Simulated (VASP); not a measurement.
Sn, 2 atoms in the cell. Symmetry: Fd-3m, No. 227, cubic system. The conventional cell has a = 6.537 Å, b = 6.537 Å, c = 6.537 Å, α = 90.00°, β = 90.00°, γ = 90.00°. Sn (site symmetry -43m) has 4 Sn at 2.83 Å as nearest neighbours. This isn't the form of Sn at room conditions, which is tetragonal (white tin).

| Property | Result |
| --- | --- |
| Program | VASP 6.6.1 |
| Task | band structure |
| Functional | PBEsol |
| Potentials or basis | VASP PAW PBE potentials, release 64 (Sn_d) |
| Cutoff | 520 eV |
| k mesh | 10 × 10 × 10 |
| Occupations | gaussian, width 0.03 eV |
| Spin | no spin polarisation |
| Further INCAR settings | ALGO = Fast; EDIFF = 1e-07; NBANDS = 21 |

Potentials or basis: VASP PAW PBE potentials, release 64 (Sn_d).

Run with:

```bash
$ cat potpaw_PBE.64/Sn_d/POTCAR > POTCAR
$ mpirun -np 1 vasp_std > vasp.out
```

Hardware: 1 thread of Intel(R) Xeon(R) 6975P-C (Granite Rapids) (shared host).

Q: Estimate the wall time of this run.

A: Run time: 88 s on 1 thread of Intel(R) Xeon(R) 6975P-C (Granite Rapids), on a shared host, peak memory 0.26 GiB. Counts: scf iterations 64, k points 47.
